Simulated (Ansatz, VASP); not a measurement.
**One calculation of AgCl, two programs**

INCAR

```
SYSTEM = AgCl
PREC = Accurate
ENCUT = 520
EDIFF = 1E-6
ISMEAR = -1
SIGMA = 0.02
LREAL = .FALSE.
LASPH = .TRUE.
NELM = 60
ALGO = Normal
ISIF = 2
LWAVE = .FALSE.
LCHARG = .FALSE.
GGA = PE
NBANDS = 16
```

Contents of KPOINTS:

```
regular mesh
0
G
  8 8 8
  0 0 0
```

The input POSCAR:

```
AgCl
1.0
    0.0000000000      2.7915157670      2.7915157670
    2.7915157670      0.0000000000      2.7915157670
    2.7915157670      2.7915157670      0.0000000000
Ag Cl
1 1
Direct
    0.5000000000      0.5000000000      0.5000000000
    0.0000000000      0.0000000000      0.0000000000
```

Input for Ansatz:

```yaml
crystal:
  lattice:
    - [0.0, 2.791515767, 2.791515767]
    - [2.791515767, 0.0, 2.791515767]
    - [2.791515767, 2.791515767, 0.0]
  atoms:
    - { symbol: Ag, position: [0.5, 0.5, 0.5] }
    - { symbol: Cl, position: [0.0, 0.0, 0.0] }
kpoints:
  mp_grid: { grid: [8, 8, 8] }
  band_path:
    path:
      - [0.0, 0.0, 0.0]
      - [0.5, 0.0, 0.5]
      - [0.625, 0.25, 0.625]
      - [0.375, 0.375, 0.75]
      - [0.0, 0.0, 0.0]
      - [0.5, 0.5, 0.5]
      - [0.5, 0.25, 0.75]
      - [0.5, 0.0, 0.5]
    npoints: 5
scf:
  occupations: { method: fermi_dirac, width: 0.02 }
hamiltonian:
  xc: pbe
  pseudopotentials: { kind: all_electron, lapw: { basis_error: 0.0005 } }
output:
  forces: true
  stress: true
  eigenvalues: true
```

Change from the starting cell: volume scaled by 1.02.

Alike in both runs: task single point; functional PBE; k mesh 8 × 8 × 8; occupations fermi-dirac, width 0.02 eV; no spin polarisation.

```csv
,VASP,Ansatz
version,VASP 6.6.1,Ansatz 0.2.0
potentials or method,"VASP PAW PBE potentials, release 64 (Ag, Cl)","all-electron LAPW, scalar-relativistic"
plane-wave cutoff (eV),520,see its input
```

```tsv
	VASP	Ansatz	Ansatz less VASP
gap on the k mesh at the Fermi level (eV)	0.91	0.92	+0.004
pressure (GPa)	0.5	0.7	+0.14
```

Ansatz ran all-electron here, so the differences hold the error of VASP's frozen core and of both bases.

A k mesh can miss the band edges.
